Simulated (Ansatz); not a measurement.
KF (Carobbiite):

```
K F
1.0
     0.00000    2.67185    2.67185
     2.67185    0.00000    2.67185
     2.67185    2.67185    0.00000
K F
1 1
Direct
  0.00000 0.00000 0.00000
  0.50000 0.50000 0.50000
```

Base run:

| Quantity | Value |
| --- | --- |
| Program | Ansatz 0.2.0 |
| Functional | PBE0 |
| Potentials or basis | Ansatz PAW |
| Cutoff | 420 eV (not typed: the program's choice for these potentials) |
| k mesh | 6 × 6 × 6 |
| Occupations | fermi-dirac, width 0.05 eV |
| Spin | no spin polarisation |

Its results: band gap on the k mesh 8.96 eV, direct; pressure 0.4 GPa.

Question: The run is repeated on the same cell with these changes: functional from PBE0 to HSE06. What comes out?

Answer: Band gap on the k mesh 8.18 eV, direct; pressure 0.5 GPa.

Caveats: the PAW data sets come from PBE, with cores solved anew for the run's functional, which leaves a small shift of forces and pressure; the thresholds are loose for stress.
